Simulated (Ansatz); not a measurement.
# Titanium, hcp under LDA: how the Fermi-Dirac smearing moves the result, part 2 of 2

Aim: find which Fermi-Dirac smearing width is enough for energy and pressure. The geometry was relaxed under LDA beforehand and stays fixed; 6 values are run, from 0.01 to 1.0 eV. Wanted are the values from which on the energy stays within 10 and 1 meV/atom, and the pressure within 0.5 GPa, of the narrowest run. Within the series other settings stay, but some runs also write fields, which adds to their time. Spin polarisation is left out.

Ansatz 0.2.0; DFT LDA, plane waves with PAW, scalar-relativistic. The steps go on from the part before.

## 5. Run at 0.3 eV

The run at 0.3 eV.

File input.yaml:

```yaml
crystal:
  lattice:
    - [2.8638698861, 0.0, 0.0]
    - [-1.431934943, 2.4801840745, 0.0]
    - [0.0, 0.0, 4.5399943151]
  atoms:
    - { symbol: Ti, position: [0.3333333333, 0.6666666667, 0.25] }
    - { symbol: Ti, position: [0.6666666667, 0.3333333333, 0.75] }
hamiltonian:
  xc: lda
  pseudopotentials:
    kind: paw
    azcp:
      Ti: "pseudopotentials/Ti.paw.azcp"
basis:
  ecutwfc: 420
  fft_grid_basis: typed
kpoints:
  mp_grid: { grid: [13, 13, 7], shift: [0, 0, 0] }
magnetization:
  spin_polarized: false
scf:
  occupations: { method: fermi_dirac, width: 0.3 }
  lower_state_search: "off"
output:
  stress: true
```

Launch:

```
ansatz run input.yaml --threads 2 --pin off --max-ram 5120MiB --backend cpu --events-out ev --progress --plain --runs-dir out
```

The log of the run:

```text
Warning: <dir> the record states the generating functional pbe (its physics header spells it `PBE`), which answers neither for hamiltonian.xc's functional nor for the lda family's — results may be inconsistent (PPs are generated against a specific XC)
Warning: RAYON_NUM_THREADS=2 ignored (pool sized by the plan → 2); use --threads N
band count auto-derived: 18 (N_el = 24.0; filled up to band 12; 16 by the electrons, moments and atoms)
Engine: ansatz 0.2.0, aarch64-unknown-linux-gnu
Pseudopotentials: kind: paw
Pseudopotential: Ti, paw, valence charge 12, recommended cutoff 420 eV (normal), <dir>
Functional definition: SPW92
  exchange = slater_x
  correlation = pw_c
Crystal: 2 atoms, lattice volume = 32.247 Å³
Basis set: ecut = 420 eV, 615 PW (Γ)
Bands: 18, of which v1, the nominal top of the filled ones, is band 12 counted from 1 (11 counted from 0)
Symmetry: 24 space group operations
Space group: P63/mmc (ITA 194), of the structure as read, at distance tolerance 3.2e-5 Å
k-points: 84 of 1183
Non-local potential: Ti, projectors of the file, l = 0: 3, l = 1: 2, l = 2: 3, l = 3: 1
PAW form: soft (Blöchl's): semilocal exchange-correlation on the pseudo side does not see the compensation charge
PAW frozen core: Ti, regenerated for the run's functional, and the local potential with it (the file was generated under x = pbe(κ = 0.804, μ = 0.2195149727645171), c = pbe(β = 0.06672455060314922))
PAW one-centre angular grid: Ti, 590 points (default); XC on 64 Gauss nodes
Initial density: superposition of atomic densities (neutral atoms: chi_scale 0, normalization atom), corrected by the library's trained network
Initial wavefunctions: pseudopotential atomic-orbital guess
Functional: x = slater, c = lda
SCF iter   1: F=—  HF=-4900.982264 eV  |F-HF|=—  |Δ(HF+E_count)|=         —  Δρ=5.34e-3  dr2=5.01e-3  ethr=1.77e-3  ⟨swp⟩=5.0  Hψ=13480  notcnv=0
automatic band count: the SCF goes on with 24 bands, as 18 were too few: the levels above may hold too much charge
preconditioner: auto → none  [metal: Δε(μ)=0.014 eV  Ē_g=7.682 eV  σ=0.300 eV  W_gap=0.01  n_scr=8 (ndim 8)  ℏωp=18.5 eV  f_vac=0.000  D(μ)=2.72/eV (n_scr^D=34)  sad-step TF]
SCF iter   2: F=—  HF=-4900.981485 eV  |F-HF|=—  |Δ(HF+E_count)|=   7.79e-4  Δρ=3.25e-3  dr2=2.13e-3  ethr=2.09e-5  ⟨swp⟩=1.0  Hψ=2688  notcnv=0
SCF iter   3: F=—  HF=-4900.981271 eV  |F-HF|=—  |Δ(HF+E_count)|=   2.14e-4  Δρ=2.03e-4  dr2=5.70e-6  ethr=8.88e-6  ⟨swp⟩=1.0  Hψ=2015  notcnv=0
SCF iter   4: F=—  HF=-4900.981266 eV  |F-HF|=—  |Δ(HF+E_count)|=   4.36e-6  Δρ=4.07e-5  dr2=2.19e-7  ethr=2.37e-8  ⟨swp⟩=2.0  Hψ=3103  notcnv=0
iter 5 did not close the SCF: its close was put off for the readings that it lacked (scf_convergence_deferred on its scf_iter line)
SCF iter   5: F=-4900.981266 eV  HF=-4900.981266 eV  |F-HF|=4.81e-9  |Δ(HF+E_count)|=   5.21e-9  Δρ=8.10e-6  dr2=1.01e-8  ethr=9.14e-10  ⟨swp⟩=1.0  Hψ=2014  notcnv=0
SCF iter   6: F=-4900.981266 eV  HF=-4900.981266 eV  |F-HF|=7.82e-11  |Δ(HF+E_count)|=   2.16e-9  Δρ=8.39e-7  dr2=1.05e-10  ethr=4.20e-11  ⟨swp⟩=2.0  Hψ=5452  notcnv=0
SCF 1 converged in 6 iterations: F = -4900.981266 eV  dr2 = 1.05e-10
SCF converged after 6 iterations
Free energy (F): -4900.981266 eV
Harris-Foulkes:  -4900.981266 eV  (|F-HF|=7.82e-11)
Internal energy: -4900.151761 eV  (E = F + TS)
E sigma→0 (E₀):  -4900.566514 eV
Entropy (-TS):   -0.829505 eV (-414.753 meV/atom)
Fermi energy:    14.195700 eV
--- Per-component energies (eV) ---
  E_band       = -284.583400
  E_kinetic    = 548.895527
  E_local      = -1553.513071  (includes V_loc(G=0)·N_el)
  E_nonlocal   = 25.064046
  E_hartree    = 642.091785
  E_xc         = -194.265937
  E_vxc        = -244.518613  (∫ρ·V_xc dr)
  E_paw        = -1998.840182  (= ΣΔE_a)
  E_vpaw       = -344.694596  (= ΣTr[D̂ρ^β])
  E_aug_tail   = 0.000205  (compensation charges beyond the density's cutoff)
  E_ewald      = -2370.236037
  E_core_change = 0.651901  (= ΣΔE_core)
  E_smearing   = -0.829505  (= −TS)
  E_closure    = 0.000000  (closes the sum)
  Σ components = -4900.981266   (vs F -4900.981266, Δ=0.00e0)
--- Stress (GPa, compression-positive) ---
        1.645184      -0.000000       0.000000
       -0.000000       1.645184       0.000000
        0.000000       0.000000       2.801725
  P = ⅓ Tr σ = 2.0307 GPa (20.307 kbar)
```

It took 1.4 s on 2 threads of Arm Neoverse V2, shared host; peak memory 0.32 GiB.

## 6. Run at 0.6 eV

The run at 0.6 eV.

input.yaml, as its differences from that of step 5:

```diff
@@ -22,3 +22,3 @@
 scf:
-  occupations: { method: fermi_dirac, width: 0.3 }
+  occupations: { method: fermi_dirac, width: 0.6 }
   lower_state_search: "off"
```

Launch:

```
ansatz run input.yaml --threads 2 --pin off --max-ram 5120MiB --backend cpu --events-out ev --progress --plain --runs-dir out
```

The log of the run:

```text
Warning: <dir> the record states the generating functional pbe (its physics header spells it `PBE`), which answers neither for hamiltonian.xc's functional nor for the lda family's — results may be inconsistent (PPs are generated against a specific XC)
Warning: RAYON_NUM_THREADS=2 ignored (pool sized by the plan → 2); use --threads N
band count auto-derived: 21 (N_el = 24.0; filled up to band 12; 16 by the electrons, moments and atoms)
[... 6 set-up lines as earlier in the session ...]
Crystal: 2 atoms, lattice volume = 32.247 Å³
Basis set: ecut = 420 eV, 615 PW (Γ)
Bands: 21, of which v1, the nominal top of the filled ones, is band 12 counted from 1 (11 counted from 0)
[... 2 set-up lines as earlier in the session ...]
k-points: 84 of 1183
[... 7 set-up lines as earlier in the session ...]
SCF iter   1: F=—  HF=-4902.258795 eV  |F-HF|=—  |Δ(HF+E_count)|=         —  Δρ=1.24e-2  dr2=4.81e-2  ethr=1.77e-3  ⟨swp⟩=4.7  Hψ=6233  notcnv=0
preconditioner: auto → none  [metal: Δε(μ)=0.037 eV  Ē_g=5.285 eV  σ=0.600 eV  W_gap=0.02  n_scr=8 (ndim 8)  ℏωp=18.5 eV  f_vac=0.000  D(μ)=2.88/eV (n_scr^D=34)  sad-step TF]
SCF iter   2: F=—  HF=-4902.249503 eV  |F-HF|=—  |Δ(HF+E_count)|=   9.29e-3  Δρ=7.66e-3  dr2=1.88e-2  ethr=2.00e-4  ⟨swp⟩=1.0  Hψ=2436  notcnv=0
SCF iter   3: F=—  HF=-4902.244298 eV  |F-HF|=—  |Δ(HF+E_count)|=   5.21e-3  Δρ=4.22e-4  dr2=5.15e-5  ethr=7.85e-5  ⟨swp⟩=2.2  Hψ=2219  notcnv=0
SCF iter   4: F=—  HF=-4902.244314 eV  |F-HF|=—  |Δ(HF+E_count)|=   1.58e-5  Δρ=9.87e-5  dr2=1.99e-6  ethr=2.15e-7  ⟨swp⟩=2.3  Hψ=2881  notcnv=0
iter 5 did not close the SCF: its close was put off for the readings that it lacked (scf_convergence_deferred on its scf_iter line)
SCF iter   5: F=-4902.244314 eV  HF=-4902.244314 eV  |F-HF|=5.17e-9  |Δ(HF+E_count)|=   2.72e-7  Δρ=1.34e-5  dr2=2.92e-8  ethr=8.31e-9  ⟨swp⟩=3.0  Hψ=3661  notcnv=0
SCF iter   6: F=-4902.244314 eV  HF=-4902.244314 eV  |F-HF|=1.24e-9  |Δ(HF+E_count)|=   1.55e-8  Δρ=2.36e-6  dr2=1.31e-9  ethr=1.22e-10  ⟨swp⟩=1.3  Hψ=5851  notcnv=0
SCF 1 converged in 6 iterations: F = -4902.244314 eV  dr2 = 1.31e-9
SCF converged after 6 iterations
Free energy (F): -4902.244314 eV
Harris-Foulkes:  -4902.244314 eV  (|F-HF|=1.24e-9)
Internal energy: -4898.926867 eV  (E = F + TS)
E sigma→0 (E₀):  -4900.585591 eV
Entropy (-TS):   -3.317446 eV (-1658.723 meV/atom)
Fermi energy:    14.202447 eV
--- Per-component energies (eV) ---
  E_band       = -280.233227
  E_kinetic    = 550.630616
  E_local      = -1558.291243  (includes V_loc(G=0)·N_el)
  E_nonlocal   = 26.559040
  E_hartree    = 645.509414
  E_xc         = -194.137427
  E_vxc        = -244.356632  (∫ρ·V_xc dr)
  E_paw        = -1999.613337  (= ΣΔE_a)
  E_vpaw       = -345.792671  (= ΣTr[D̂ρ^β])
  E_aug_tail   = 0.000206  (compensation charges beyond the density's cutoff)
  E_ewald      = -2370.236037
  E_core_change = 0.651901  (= ΣΔE_core)
  E_smearing   = -3.317446  (= −TS)
  E_closure    = -0.000000  (closes the sum)
  Σ components = -4902.244314   (vs F -4902.244314, Δ=0.00e0)
--- Stress (GPa, compression-positive) ---
        7.283743      -0.000000       0.000000
        0.000000       7.283743      -0.000000
        0.000000      -0.000000      10.083313
  P = ⅓ Tr σ = 8.2169 GPa (82.169 kbar)
```

It took 1.1 s on 2 threads of Arm Neoverse V2, shared host; peak memory 0.32 GiB.

## 7. Run at 1.0 eV

The run at 1.0 eV.

input.yaml, as its differences from that of step 6:

```diff
@@ -22,3 +22,3 @@
 scf:
-  occupations: { method: fermi_dirac, width: 0.6 }
+  occupations: { method: fermi_dirac, width: 1.0 }
   lower_state_search: "off"
@@ -26 +26,5 @@
   stress: true
+  write_density: true
+  write_potential: true
+  elf: true
+  volumetric_format: npy
```

Launch:

```
ansatz run input.yaml --threads 2 --pin off --max-ram 5120MiB --backend cpu --events-out ev --progress --plain --runs-dir out
```

The log of the run:

```text
Warning: <dir> the record states the generating functional pbe (its physics header spells it `PBE`), which answers neither for hamiltonian.xc's functional nor for the lda family's — results may be inconsistent (PPs are generated against a specific XC)
Warning: RAYON_NUM_THREADS=2 ignored (pool sized by the plan → 2); use --threads N
band count auto-derived: 21 (N_el = 24.0; filled up to band 12; 16 by the electrons, moments and atoms)
[... 6 set-up lines as earlier in the session ...]
Crystal: 2 atoms, lattice volume = 32.247 Å³
Basis set: ecut = 420 eV, 615 PW (Γ)
Bands: 21, of which v1, the nominal top of the filled ones, is band 12 counted from 1 (11 counted from 0)
[... 2 set-up lines as earlier in the session ...]
k-points: 84 of 1183
[... 7 set-up lines as earlier in the session ...]
SCF iter   1: F=—  HF=-4905.099943 eV  |F-HF|=—  |Δ(HF+E_count)|=         —  Δρ=2.75e-2  dr2=2.53e-1  ethr=1.77e-3  ⟨swp⟩=4.2  Hψ=5985  notcnv=0
preconditioner: auto → none  [metal: Δε(μ)=0.021 eV  Ē_g=5.286 eV  σ=1.000 eV  W_gap=0.01  n_scr=8 (ndim 8)  ℏωp=18.5 eV  f_vac=0.000  D(μ)=2.67/eV (n_scr^D=34)  sad-step TF]
SCF iter   2: F=—  HF=-4905.046686 eV  |F-HF|=—  |Δ(HF+E_count)|=   5.33e-2  Δρ=1.61e-2  dr2=8.95e-2  ethr=1.05e-3  ⟨swp⟩=1.0  Hψ=2436  notcnv=0
SCF iter   3: F=—  HF=-4905.019544 eV  |F-HF|=—  |Δ(HF+E_count)|=   2.71e-2  Δρ=1.09e-3  dr2=3.99e-4  ethr=3.73e-4  ⟨swp⟩=2.5  Hψ=2630  notcnv=0
SCF iter   4: F=—  HF=-4905.019577 eV  |F-HF|=—  |Δ(HF+E_count)|=   3.34e-5  Δρ=1.59e-4  dr2=5.39e-6  ethr=1.66e-6  ⟨swp⟩=2.4  Hψ=2957  notcnv=0
SCF iter   5: F=—  HF=-4905.019577 eV  |F-HF|=—  |Δ(HF+E_count)|=   4.55e-7  Δρ=1.19e-5  dr2=3.01e-8  ethr=2.24e-8  ⟨swp⟩=2.9  Hψ=3706  notcnv=0
SCF iter   6: F=-4905.019577 eV  HF=-4905.019577 eV  |F-HF|=2.34e-9  |Δ(HF+E_count)|=   1.68e-8  Δρ=3.35e-6  dr2=2.55e-9  ethr=1.26e-10  ⟨swp⟩=4.0  Hψ=9299  notcnv=0
SCF 1 converged in 6 iterations: F = -4905.019577 eV  dr2 = 2.55e-9
SCF converged after 6 iterations
Free energy (F): -4905.019577 eV
Harris-Foulkes:  -4905.019577 eV  (|F-HF|=2.34e-9)
Internal energy: -4896.841388 eV  (E = F + TS)
E sigma→0 (E₀):  -4900.930482 eV
Entropy (-TS):   -8.178189 eV (-4089.095 meV/atom)
Fermi energy:    14.235904 eV
--- Per-component energies (eV) ---
  E_band       = -272.666647
  E_kinetic    = 553.557371
  E_local      = -1566.571377  (includes V_loc(G=0)·N_el)
  E_nonlocal   = 29.137875
  E_hartree    = 651.477403
  E_xc         = -193.914325
  E_vxc        = -244.077188  (∫ρ·V_xc dr)
  E_paw        = -2000.944406  (= ΣΔE_a)
  E_vpaw       = -347.666550  (= ΣTr[D̂ρ^β])
  E_aug_tail   = 0.000207  (compensation charges beyond the density's cutoff)
  E_ewald      = -2370.236037
  E_core_change = 0.651901  (= ΣΔE_core)
  E_smearing   = -8.178189  (= −TS)
  E_closure    = 0.000000  (closes the sum)
  Σ components = -4905.019577   (vs F -4905.019577, Δ=0.00e0)
--- Stress (GPa, compression-positive) ---
       16.958515      -0.000000       0.000000
       -0.000000      16.958515      -0.000000
        0.000000      -0.000000      20.653671
  P = ⅓ Tr σ = 18.1902 GPa (181.902 kbar)
--- Band table (eV; the first three rows and the last of 84) ---
  k-point 0: bands = ["-41.3025", "-41.1019", "-18.3286", "-17.5412", "-17.5412", "-17.4081", "-17.4081", "-17.3661", "8.0194", "11.5541", "15.3574", "15.3574", "15.4117", "15.5569", "15.9364", "15.9364", "16.3925", "16.3925", "18.1578", "18.1578", "23.7023"]
  k-point 1: bands = ["-41.2927", "-41.1120", "-18.2832", "-17.5346", "-17.5346", "-17.4162", "-17.4148", "-17.4148", "8.2050", "11.4800", "15.1188", "15.2764", "15.2764", "15.4463", "15.8317", "15.8317", "16.6016", "16.6016", "18.1696", "18.1696", "24.3310"]
  k-point 2: bands = ["-41.2653", "-41.1402", "-18.1547", "-17.5552", "-17.5163", "-17.5163", "-17.4333", "-17.4333", "8.7368", "11.1444", "14.6509", "15.1524", "15.1821", "15.1821", "15.5931", "15.5931", "17.0528", "17.0528", "18.1284", "18.1284", "25.8708"]
  k-point 83: bands = ["-41.0855", "-41.0812", "-18.1335", "-18.1270", "-17.9296", "-17.8645", "-17.5431", "-17.5278", "12.8568", "12.9278", "13.4340", "13.5783", "14.2476", "14.3685", "16.2331", "16.6243", "18.1459", "18.2811", "21.4307", "21.7012", "23.5605"]
```

Wall time 1.5 s (2 threads of Arm Neoverse V2, shared host); peak memory 0.32 GiB.

## 8. Convergence table

Differences are taken from the run at 0.01 eV.

```
smearing (eV)  F (meV/atom)  E(σ → 0) (meV/atom)  P (GPa)  SCF cycles  CPU time
         0.01          0.00                 0.00    -0.19           6     1.7 s
         0.03         -1.62                -0.16    -0.14           6     1.7 s
          0.2        -78.36                 6.60     0.69           6     1.8 s
          0.3       -190.15                16.98     2.03           6     2.5 s
          0.6       -821.68                 7.44     8.22           6     2.1 s
          1.0      -2209.31              -165.01    18.19           6     2.9 s
```

## 9. Results

What follows sums up all 2 parts.

| quantity | value |
| --- | --- |
| E(σ → 0) stays within 10 meV/atom of 0.01 eV | up to 0.2 eV |
| E(σ → 0) stays within 1 meV/atom | up to 0.03 eV |
| pressure stays within 0.5 GPa | up to 0.03 eV |
| pressure at 0.01 eV | -0.19 GPa |
| energy of a separate run on a finer mesh (21×21×12) | -0.3 meV/atom from 0.01 eV |

**Reading.** The far end, 1.0 eV, lies -165.0 meV/atom and +18.4 GPa from the yardstick. Over the range F shifts by -2209.3 meV/atom, while E(σ → 0) shifts by -165.0. With this scheme F falls about as the square of the width. The mesh (13×13×7) is fixed, so the narrowest widths carry a k-point error of their own. A run on a finer mesh agrees with the yardstick to 1 meV/atom. The cell taken over is 9 % smaller than the measured one (17.66 Å³/atom, COD), which weighs on all values here.
